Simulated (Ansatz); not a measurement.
Pt:

```
Pt
1.0
    -1.58422    1.58422    1.58422
     1.58422   -1.58422    1.58422
     1.58422    1.58422   -1.58422
Pt
1
Direct
  0.00000 0.00000 0.00000
```

This isn't the form of Pt at room conditions, which is fcc.

| Item | Value |
| --- | --- |
| Program | Ansatz 0.2.0 |
| Task | relaxation of cell and atoms |
| Functional | PBEsol |
| Dispersion | D3(BJ) |
| Potentials or basis | Ansatz PAW |
| Cutoff | 420 eV (not typed: the program's choice for these potentials) |
| k mesh | 12 × 12 × 12 |
| Occupations | fermi-dirac, width 0.05 eV |
| Spin | no spin polarisation |

At the start: volume 15.90 Å³/atom.

Problem. How do energy, volume and symmetry change on relaxing?

Solution. It ends after 5 steps and the volume is 14.77 Å³/atom (-7.1 %); space group Im-3m (No. 229, to 0.05 Å).

Step by step:
```tsv
step	energy change (eV)	largest force (eV/Å)	volume (Å³)
1	0.0000	0.0000	15.90
2	-0.0688	0.0000	14.95
3	-0.0707	0.0000	14.74
4	-0.0708	0.0000	14.77
5	-0.0703	0.0000	14.77
```

Final structure:
```xyz
1
Lattice="-1.5457 1.5457 1.5457 1.5457 -1.5457 1.5457 1.5457 1.5457 -1.5457" Properties=species:S:1:pos:R:3 pbc="T T T"
Pt    0.0000    0.0000    0.0000
```

Caveat: the plane-wave basis is chosen anew once the cell has moved, so the energies of steps on either side of that aren't comparable; pairwise dispersion overbinds metals, which lowers pressure and volume; the PAW data sets come from PBE, with cores solved anew for the run's functional, which leaves a small shift of forces and pressure.
